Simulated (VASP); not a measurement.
Crystal: NaI.

```
CELL_PARAMETERS angstrom
0.00000 3.20455 3.20455
3.20455 0.00000 3.20455
3.20455 3.20455 0.00000
ATOMIC_POSITIONS crystal
Na 0.00000 0.00000 0.00000
I 0.50000 0.50000 0.50000
```

Program: VASP 6.6.1. Alike in all runs: task band structure; potentials or basis VASP PAW PBE potentials, release 64 (Na_pv, I); no spin polarisation; cell as given; k mesh 6 × 6 × 6; cutoff (eV) 520; smearing gaussian 0.03 eV.

Problem. Order these runs on this cell by their band gap on the k mesh, lowest first.
A. level PBE0; exchange at q = 0 truncated
B. level PBE-EpsX; exchange at q = 0 truncated; share of exact exchange 0.2924
C. level HSE06; screening parameter 0.2 1/A

Solution. C (4.76 eV), A (5.41 eV), B (5.70 eV).

Caveats: spin-orbit coupling is left out, which moves the levels of the heavy elements.

Runs at the PBE level aren't shown here.
